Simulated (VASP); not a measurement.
Hg:

```
Hg
1.0
     3.46181    0.00000    0.00000
    -1.73090    2.99802    0.00000
     0.00000    0.00000    5.48755
Hg
2
Direct
  0.33333 0.66667 0.25000
  0.66667 0.33333 0.75000
```

Base run:

- Program: VASP 6.6.1
- Functional: PBE
- Potentials or basis: VASP PAW PBE potentials, release 64 (Hg)
- Cutoff: 520 eV
- k mesh: 9 × 9 × 5
- Occupations: fermi-dirac, width 0.05 eV
- Spin: no spin polarisation

Its results: band gap on the k mesh none (metal or under the smearing width); pressure 1.1 GPa.

The run is repeated on the same cell with these changes: functional from PBE to RPBE; occupations from fermi-dirac, width 0.05 eV to gaussian, width 0.05 eV. What comes out?

Band gap on the k mesh none (metal or under the smearing width); pressure 3.5 GPa.

Caveats: the PAW data sets were made with another functional, which shifts forces and pressure a little (some runs).
